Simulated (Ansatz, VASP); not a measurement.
**Two plane-wave programs on Au**

The input INCAR:

```
SYSTEM = Au
PREC = Accurate ; ENCUT = 600
EDIFF = 1E-6 ; ISMEAR = 0
SIGMA = 0.1 ; LREAL = .FALSE.
LASPH = .TRUE. ; NELM = 80
ALGO = Fast ; ISIF = 3
LWAVE = .FALSE. ; LCHARG = .FALSE.
GGA = PE ; IVDW = 12
IBRION = 2 ; NSW = 100
EDIFFG = -0.005
```

KPOINTS

```
Automatic mesh
0
G
  18 18 18
  0 0 0
```

POSCAR

```
Au
1.0
    0.0000000000      2.0350000000      2.0350000000
    2.0350000000      0.0000000000      2.0350000000
    2.0350000000      2.0350000000      0.0000000000
Au
1
Direct
    0.0000000000      0.0000000000      0.0000000000
```

Input for Ansatz:

```yaml
crystal:
  lattice:
    - [0.0, 2.035, 2.035]
    - [2.035, 0.0, 2.035]
    - [2.035, 2.035, 0.0]
  atoms:
    - { symbol: Au, position: [0.0, 0.0, 0.0] }
basis:
  ecutwfc: 420
kpoints:
  mp_grid: { grid: [18, 18, 18] }
hamiltonian:
  xc: pbe
  dispersion: d3bj
scf:
  occupations: { method: gaussian, width: 0.1 }
output:
  forces: true
  stress: true
  eigenvalues: true
relax:
  adjacent_minimum: "off"
  f_tol: 0.005
  max_steps: 80
  cell: { stress_tol: 0.05 }
```

Alike in both runs: task relaxation of cell and atoms; functional PBE; dispersion D3(BJ); k mesh 18 × 18 × 18; occupations gaussian, width 0.1 eV; no spin polarisation.

|  | VASP | Ansatz |
| --- | --- | --- |
| version | VASP 6.6.1 | Ansatz 0.2.0 |
| potentials or method | VASP PAW PBE potentials, release 64 (Au) | scalar-relativistic, plane waves, PAW |
| plane-wave cutoff (eV) | 600 | 420 |
| valence electrons in the cell | 11 | 19 |

|  | VASP | Ansatz | Ansatz less VASP |
| --- | --- | --- | --- |
| gap on the k mesh at the Fermi level, each at its own relaxed structure (eV) | none | none | - |
| relaxed volume (Å³/atom) | 17.24 | 17.27 | +0.026 |
| relaxed cell length with the largest relative difference (Å) | 2.900 | 2.901 | +0.0014 |
| energy change over the relaxation (meV/atom) | -5 | -5 | -0.6 |

A gap of «none» marks a metal or a gap that the smearing closes. The two sets of potentials don't hold the same shells in valence.

Caveats: pairwise dispersion overbinds metals, which lowers pressure and volume. Zero-point motion and thermal expansion aren't in these numbers. Spin-orbit coupling is left out, which matters for the levels of Au.
